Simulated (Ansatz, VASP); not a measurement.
Ti4Se in VASP and in Ansatz

```
Ti Se
1.0
     4.64906    0.00000    0.00000
     0.00000    4.64906    0.00000
     0.00000    0.00000    4.64906
Ti Se
4 1
Direct
  0.50000 0.00000 0.00000
  0.00000 0.50000 0.00000
  0.00000 0.00000 0.50000
  0.50000 0.50000 0.50000
  0.00000 0.00000 0.00000
```

Alike in both runs: functional PBE; k mesh 8 × 8 × 8; occupations gaussian, width 0.1 eV; collinear spin.

Ansatz relaxed the structure, and its values are those at the end. VASP's run is a single point on that final structure, the one shown.

|  | VASP | Ansatz |
| --- | --- | --- |
| version | VASP 6.6.1 | Ansatz 0.2.0 |
| potentials or method | VASP PAW PBE potentials, release 64 (Ti_sv, Se) | scalar-relativistic, plane waves, PAW |
| plane-wave cutoff (eV) | 520 | 420 |
| valence electrons in the cell | 54 | 64 |

|  | VASP | Ansatz | Ansatz less VASP |
| --- | --- | --- | --- |
| gap on the k mesh at the Fermi level (eV) | none | none | - |
| pressure (GPa) | 0.2 | 0.0 | -0.17 |
| net moment per atom (μB) | 0.00 | 0.00 | -0.002 |

A gap of «none» marks a metal or a gap that the smearing closes. The two sets of potentials don't hold the same shells in valence. Ansatz warned: «seeded_moment_not_kept».
